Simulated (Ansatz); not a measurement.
Take NaBr in the rock salt structure (space group Fm-3m, No. 225) as the base.

```
NaBr
1.0
    0.00000     3.01799     3.01799
    3.01799     0.00000     3.01799
    3.01799     3.01799     0.00000
Br Na
1 1
Direct
  0.00000   0.00000   0.00000
  0.50000   0.50000   0.50000
```

Cartesian axes are those of the cell as printed.

The values are results of PBE in Ansatz (plane waves to 420 eV, PAW, no spin-orbit coupling), not measurements.

One thing is altered: a pure shear with ε_xz = ε_zx = -0.0373; the atoms relax in the strained cell.

**Question.** Predict the stress tensor and what it implies for the stiffness.

**Answer.** Stress of the strained cell less that of the base (GPa, compression positive):
```
   0.05    0.00    0.73
   0.00   -0.05    0.00
   0.73    0.00    0.05
```

Then −Δσ/γ with γ = 2ε = -0.0746 gives secant stiffness values (nonlinear terms included at this strain): C55 ≈ 9.8 GPa.

As a check, the harmonic strain energy −½ V₀ Δσ:ε is 4.7 meV/atom; the computed energy rise is 4.6 meV/atom.

Stability against distortions was not tested.

Ansatz is a program for electronic structure.
